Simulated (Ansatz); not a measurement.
# B (fcc type): the cost of one run

Computed with Ansatz 0.2.0 (DFT PBE, with the methods named in each step, unless a step's input says otherwise).

**1. Starting point**

It takes space group Fm-3m (No. 225, cubic). The conventional cell has a = 2.866 Å, b = 2.866 Å, c = 2.866 Å, α = 90.00°, β = 90.00°, γ = 90.00°. B (site symmetry m-3m) has 12 B at 2.03 Å as nearest neighbours.

Coordinates:

```cif
data_structure
_symmetry_space_group_name_H-M 'Fm-3m'
_symmetry_Int_Tables_number 225
_cell_length_a 2.8661
_cell_length_b 2.8661
_cell_length_c 2.8661
_cell_angle_alpha 90.000
_cell_angle_beta 90.000
_cell_angle_gamma 90.000
_cell_volume 23.54
loop_
_atom_site_label
_atom_site_type_symbol
_atom_site_symmetry_multiplicity
_atom_site_Wyckoff_symbol
_atom_site_fract_x
_atom_site_fract_y
_atom_site_fract_z
_atom_site_occupancy
B1 B 4 a 0.00000 0.00000 0.00000 1
```

The file gives the conventional cell by its symmetry; the runs use the cell typed in the input.

Whether this phase is the stable one at these pressures isn't tested.

**2. The reference volume, LAPW**

File input.yaml:

```yaml
crystal:
  lattice:
    - [0.0, 1.4330658715, 1.4330658715]
    - [1.4330658715, 0.0, 1.4330658715]
    - [1.4330658715, 1.4330658715, 0.0]
  atoms:
    - { symbol: B, position: [0.0, 0.0, 0.0] }
kpoints:
  mp_grid: { grid: [24, 24, 24] }
  band_path:
    path:
      - [0.0, 0.0, 0.0]
      - [0.5, 0.0, 0.5]
      - [0.625, 0.25, 0.625]
      - [0.375, 0.375, 0.75]
      - [0.0, 0.0, 0.0]
      - [0.5, 0.5, 0.5]
      - [0.5, 0.25, 0.75]
      - [0.5, 0.0, 0.5]
    npoints: 14
scf:
  occupations: { method: fermi_dirac, width: 0.05 }
hamiltonian:
  xc: pbe
  pseudopotentials: { kind: all_electron, lapw: { basis_error: 0.001 } }
output:
  forces: true
  stress: true
  eigenvalues: true
  populations: true
  dos: { projected: true, de: 0.2, e_range: [-14, 8] }
```

On the command line:

```sh
$ ansatz run input.yaml --threads 1 --pin off --max-ram 2048MiB --backend cpu --events-out ev --progress --plain --runs-dir out
```

**Question.** How long does this run take on 1 thread of Arm Neoverse V1, shared host, and how much memory does it need?

About 9 s, with a peak of 0.26 GiB.
